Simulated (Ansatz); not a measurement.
The system is Mg.

```
Mg
1.0
     3.20930    0.00000    0.00000
    -1.60465    2.77934    0.00000
     0.00000    0.00000    5.21030
Mg
2
Direct
  0.66667 0.33333 0.75000
  0.33333 0.66667 0.25000
```

| Quantity | Value |
| --- | --- |
| Program | Ansatz 0.2.0 |
| Task | single point |
| Functional | PBEsol |
| Potentials or basis | Ansatz PAW |
| Cutoff | 420 eV (not typed: the program's choice for these potentials) |
| k mesh | 10 × 10 × 5 |
| Occupations | fermi-dirac, width 0.05 eV |
| Spin | no spin polarisation |

On this cell: pressure -1.0 GPa; largest force under 0.003 eV/Å; band gap on the k mesh none (metal or under the smearing width).

The same run follows on a disturbed copy (atoms moved at random, drawn with an rms of 0.05 Å):

```
Mg
1.0
     3.20930    0.00000    0.00000
    -1.60465    2.77934    0.00000
     0.00000    0.00000    5.21030
Mg
2
Direct
  0.67167 0.33858 0.75431
  0.33659 0.68100 0.24316
```

Question: What changes?

Answer: The energy (extrapolated to zero smearing) moves by +2.4 meV/atom; pressure -1.0 GPa; largest force 0.153 eV/Å; band gap on the k mesh none (metal or under the smearing width).

Forces on the atoms (eV/Å):
```
Mg  -0.013  0.017 -0.151
Mg   0.013 -0.017  0.151
```

Stress tensor (GPa, compression positive):
```
-1.46  0.05  0.01
 0.05 -1.32 -0.02
 0.01 -0.02 -0.19
```

Caveats: the PAW data sets come from PBE, with cores solved anew for the run's functional, which leaves a small shift of forces and pressure.
